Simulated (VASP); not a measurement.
Method: PBE GGA, VASP's PBE PAW potentials (set 64) (plane waves; VASP 6.6.1).

The input files of a VASP run:

KPOINTS:
```
Automatic mesh
0
Gamma
7 7 4
0 0 0
```

INCAR:
```
SYSTEM = InN
PREC = Accurate; ENCUT = 520; LREAL = .FALSE.
LASPH = .TRUE.
EDIFF = 1E-6; NELM = 100; ALGO = VeryFast
LMAXMIX = 4
ISMEAR = 0; SIGMA = 0.05
GGA = PE
ISIF = 2
LWAVE = .FALSE.; LCHARG = .FALSE.
```

**POSCAR**
```
InN
1
    1.7700000000    -3.0657300000     0.0000000000
    1.7700000000     3.0657300000     0.0000000000
    0.0000000000     0.0000000000     5.7000000000
In N
2 2
Direct
  0.6666670000   0.3333330000   0.5000000000
  0.3333330000   0.6666670000   0.0000000000
  0.6666670000   0.3333330000   0.8790000000
  0.3333330000   0.6666670000   0.3790000000
```

POTCAR, in this order: In_d N (PBE.64 set). Program: vasp_std.

The resulting files:

### OUTCAR
```
 ion  position               nearest neighbor table
   1  0.667  0.333  0.500-   4 2.16   4 2.16   4 2.16   3 2.16   2 3.51   2 3.51   2 3.51   2 3.51
                             2 3.51   2 3.51
   2  0.333  0.667  0.000-   3 2.16   3 2.16   3 2.16   4 2.16   1 3.51   1 3.51   1 3.51   1 3.51
                             1 3.51   1 3.51
   3  0.667  0.333  0.879-   2 2.16   2 2.16   2 2.16   1 2.16
   4  0.333  0.667  0.379-   1 2.16   1 2.16   1 2.16   2 2.16
  LATTYP: Found a hexagonal cell.
 ALAT       =     3.5400000611
 C/A-ratio  =     1.6101694637
 Subroutine PRICEL returns:
 Original cell was already a primitive cell.
 Subroutine GETGRP returns: Found 12 space group operations
The static configuration has the point symmetry C_3v.
 The point group associated with its full space group is C_6v.
The dynamic configuration has the point symmetry C_3v.
 Subroutine INISYM returns: Found 12 space group operations
 Subroutine IBZKPT returns following result:
 Found     24 irreducible k-points:

 Following reciprocal coordinates:
            Coordinates               Weight
  0.000000  0.000000  0.000000      1.000000
  0.142857 -0.000000  0.000000      6.000000
  0.285714 -0.000000  0.000000      6.000000
  0.428571 -0.000000  0.000000      6.000000
  0.142857  0.142857  0.000000      6.000000
  0.285714  0.142857  0.000000     12.000000
  0.428571  0.142857  0.000000      6.000000
  0.285714  0.285714  0.000000      6.000000
  0.000000  0.000000  0.250000      2.000000
  0.142857 -0.000000  0.250000     12.000000
  0.285714 -0.000000  0.250000     12.000000
  0.428571 -0.000000  0.250000     12.000000
  0.142857  0.142857  0.250000     12.000000
  0.285714  0.142857  0.250000     24.000000
  0.428571  0.142857  0.250000     12.000000
  0.285714  0.285714  0.250000     12.000000
  0.000000  0.000000  0.500000      1.000000
  0.142857 -0.000000  0.500000      6.000000
  0.285714 -0.000000  0.500000      6.000000
  0.428571 -0.000000  0.500000      6.000000
  0.142857  0.142857  0.500000      6.000000
  0.285714  0.142857  0.500000     12.000000
  0.428571  0.142857  0.500000      6.000000
  0.285714  0.285714  0.500000      6.000000
   k-points           NKPTS =     24   k-points in BZ     NKDIM =     24   number of bands    NBANDS=     22
   number of dos      NEDOS =    301   number of ions     NIONS =      4
   total plane-waves  NPLWV =  32928
   dimension x,y,z NGX =    28 NGY =   28 NGZ =   42
   dimension x,y,z NGXF=    56 NGYF=   56 NGZF=   84
   ions per type =               2   2
   PREC   = accura    normal or accurate (medium, high low for compatibility)
   ISTART =      0    job   : 0-new  1-cont  2-samecut
   ICHARG =      2    charge: 1-file 2-atom 10-const
   ISPIN  =      1    spin polarized calculation?
   LNONCOLLINEAR =      F non collinear calculations
   LSORBIT =      F    spin-orbit coupling
   INIWAV =      1    electr: 0-lowe 1-rand  2-diag
   ENCUT  =  520.0 eV  38.22 Ry    6.18 a.u.   6.58  6.58 10.60*2*pi/ulx,y,z
   NELM   =    100;   NELMIN=  2; NELMDL=-12     # of ELM steps
   EDIFF  = 0.1E-05   stopping-criterion for ELM
   LREAL  =      F    real-space projection
   NLSPLINE    = F    spline interpolate recip. space projectors
   LMAXMIX     =    4 max onsite mixed and CHGCAR
   VOSKOWN=      0    Vosko Wilk Nusair interpolation
   EDIFFG = 0.1E-04   stopping-criterion for IOM
   NSW    =      0    number of steps for IOM
   NBLOCK =      1;   KBLOCK =      1    inner block; outer block
   IBRION =     -1    ionic relax: 0-MD 1-quasi-New 2-CG
   NFREE  =      0    steps in history (QN), initial steepest desc. (CG)
   ISIF   =      2    stress and relaxation
   ISYM   =      2    0-nonsym 1-usesym 2-fastsym
   TEIN   =    0.0    initial temperature
   TEBEG  =    0.0;   TEEND  =   0.0 temperature during run
...
```

**OSZICAR**
```
       N       E                     dE             d eps       ncg     rms          rms(c)
RMM:   1     0.226947491088E+03    0.22695E+03   -0.17510E+04   528   0.214E+03
RMM:   2     0.191564176389E+02   -0.20779E+03   -0.35636E+03   528   0.416E+02
RMM:   3     0.870432073524E+01   -0.10452E+02   -0.56761E+02   528   0.210E+02
RMM:   4    -0.146904188803E+02   -0.23395E+02   -0.24564E+02   528   0.145E+02
RMM:   5    -0.205664253844E+02   -0.58760E+01   -0.15337E+02   528   0.112E+02
RMM:   6    -0.235024054042E+02   -0.29360E+01   -0.91528E+01   528   0.811E+01
RMM:   7    -0.247026616565E+02   -0.12003E+01   -0.54675E+01   528   0.621E+01
RMM:   8    -0.253154901326E+02   -0.61283E+00   -0.31196E+01   528   0.446E+01
RMM:   9    -0.256832166675E+02   -0.36773E+00   -0.18394E+01  1532   0.334E+01
RMM:  10    -0.259199001018E+02   -0.23668E+00   -0.16079E+00  1603   0.720E+00
RMM:  11    -0.259573802766E+02   -0.37480E-01   -0.37472E-01  1755   0.297E+00
RMM:  12    -0.259652496638E+02   -0.78694E-02   -0.72216E-02  1704   0.106E+00    0.142E+01
RMM:  13    -0.213673664971E+02    0.45979E+01   -0.20328E+01  1921   0.241E+01    0.719E+00
RMM:  14    -0.214037075772E+02   -0.36341E-01   -0.14083E+00  1548   0.706E+00    0.321E+00
RMM:  15    -0.213683542741E+02    0.35353E-01   -0.15048E-01  1546   0.320E+00    0.838E-01
RMM:  16    -0.213652498235E+02    0.31045E-02   -0.27134E-02  1568   0.135E+00    0.271E-01
RMM:  17    -0.213662783115E+02   -0.10285E-02   -0.12283E-02  1456   0.656E-01    0.181E-01
RMM:  18    -0.213661190098E+02    0.15930E-03   -0.21042E-03  1352   0.434E-01    0.597E-02
RMM:  19    -0.213661702131E+02   -0.51203E-04   -0.73100E-04  1662   0.203E-01    0.239E-02
RMM:  20    -0.213661793143E+02   -0.91012E-05   -0.10277E-04  1464   0.767E-02    0.155E-02
RMM:  21    -0.213661794072E+02   -0.92928E-07   -0.21270E-05  1288   0.314E-02    0.120E-02
RMM:  22    -0.213661789582E+02    0.44896E-06   -0.81590E-06  1111   0.185E-02
   1 F= -.21366179E+02 E0= -.21365985E+02  d E =-.388860E-03
```

**OUTCAR**
```
------------------------ aborting loop because EDIFF is reached ----------------------------------------
  FORCE on cell =-STRESS in cart. coord.  units (eV):
  Direction    XX          YY          ZZ          XY          YZ          ZX
  --------------------------------------------------------------------------------------
  Total        1.9575370      1.9575371      2.2344780      0.0000000      0.0000000      0.0000000
  in kB       50.7000685     50.7000708     57.8728199      0.0000000      0.0000000      0.0000000
  external PRESSURE =      53.0909864 kB  Pullay stress =       0.0000000 kB
  volume of cell :       61.86
      direct lattice vectors                 reciprocal lattice vectors
     1.770000000 -3.065730000  0.000000000     0.282485876 -0.163093293  0.000000000
     1.770000000  3.065730000  0.000000000     0.282485876  0.163093293  0.000000000
     0.000000000  0.000000000  5.700000000     0.000000000  0.000000000  0.175438596
 POSITION                                       TOTAL-FORCE (eV/Angst)
 -----------------------------------------------------------------------------------
      1.77000     -1.02191      2.85000        -0.000000     -0.000000     -0.034823
      1.77000      1.02191      0.00000         0.000000      0.000000     -0.034823
      1.77000     -1.02191      5.01030        -0.000000      0.000000      0.034823
      1.77000      1.02191      2.16030         0.000000     -0.000000      0.034823
 -----------------------------------------------------------------------------------
    total drift:                               -0.000000      0.001515      0.000514
  FREE ENERGIE OF THE ION-ELECTRON SYSTEM (eV)
  ---------------------------------------------------
  free  energy   TOTEN  =       -21.3661789582 eV

  energy  without entropy=      -21.3657900984  energy(sigma->0) =      -21.36598453
```
(Selected blocks of OUTCAR.)

File OUTCAR:
```
 val. band max:        6.5491103323   @ k =   0.0000   0.0000   0.0000

 cond. band min:       7.8504664965   @ k =   0.0000   0.0000   0.2500


 Fermi energy:         6.5605466694

 k-point     1 :       0.0000    0.0000    0.0000
  band No.  band energies     occupation
      1      -8.2751      2.00000
      2      -8.0591      2.00000
      3      -6.8234      2.00000
      4      -6.8065      2.00000
      5      -6.8065      2.00000
      6      -6.7345      2.00000
      7      -6.7345      2.00000
      8      -6.5264      2.00000
      9      -6.5264      2.00000
     10      -6.3777      2.00000
     11      -6.3777      2.00000
     12      -4.6761      2.00000
     13       0.7805      2.00000
     14       5.6639      2.00000
     15       5.6640      2.00000
     16       6.3156      2.00000
     17       6.5371      1.49254
     18       6.5491      1.25400
     19       6.5491      1.25366
     20       9.3345      0.00000
     21      13.4597      0.00000
     22      15.6510      0.00000

 k-point     2 :       0.1429   -0.0000    0.0000
  band No.  band energies     occupation
      1      -8.2723      2.00000
      2      -8.0754      2.00000
      3      -6.7933      2.00000
      4      -6.7724      2.00000
      5      -6.7064      2.00000
      6      -6.6848      2.00000
      7      -6.5943      2.00000
      8      -6.5450      2.00000
      9      -6.5258      2.00000
     10      -6.4107      2.00000
     11      -6.3720      2.00000
     12      -4.5477      2.00000
     13       1.0055      2.00000
     14       4.5462      2.00000
     15       4.9873      2.00000
     16       5.3512      2.00000
     17       6.3511      2.00000
     18       6.3917      2.00000
     19       7.9023      0.00000
     20      10.2673      0.00000
     21      13.3393      0.00000
     22      16.1619      0.00000

 k-point     3 :       0.2857   -0.0000    0.0000
  band No.  band energies     occupation
      1      -8.2807      2.00000
...
```

Unless said otherwise, spin-orbit coupling is left out, though it shifts the bands of the heavy elements here.

The compound is InN in the wurtzite structure. The cell was not relaxed at this level. The run is one of a series of settings (ALGO = VeryFast against the base run), some of them coarse on purpose.
